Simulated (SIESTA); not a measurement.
Crystal: Os.

```
CELL_PARAMETERS angstrom
2.73410 0.00000 0.00000
-1.36705 2.36780 0.00000
0.00000 0.00000 4.31970
ATOMIC_POSITIONS crystal
Os 0.66667 0.33333 0.75000
Os 0.33333 0.66667 0.25000
```

Base run:

```yaml
Program: SIESTA 5.4.2
Functional: AM05
Potentials_or_basis: PseudoDojo 0.4 standard (PBEsol files)
Basis: DZP (energy shift 0.002 Ry)
Grid_cutoff: 800 Ry
Energy_shift: 0.002 Ry
k_mesh: 11 × 11 × 6
Occupations: fermi-dirac, width 0.05 eV
Spin: no spin polarisation
```

Its results: band gap on the k mesh none (metal or under the smearing width); pressure -1.6 GPa.

Question: The run is repeated on the same cell with these changes: functional from AM05 to vdW-DF-cx; potentials or basis from PseudoDojo 0.4 standard (PBEsol files) to PseudoDojo 0.4 standard (PBE files). What comes out?

Answer: Band gap on the k mesh none (metal or under the smearing width); pressure 3.6 GPa.

Caveats: semicore shells carry a single zeta, which can move pressures by several GPa and volumes by a few percent; the potentials were made for another functional, which shifts forces and pressure; spin-orbit coupling is left out, which moves the levels of the heavy elements; the basis of atomic orbitals isn't converged, which shifts pressures, moduli and gaps.
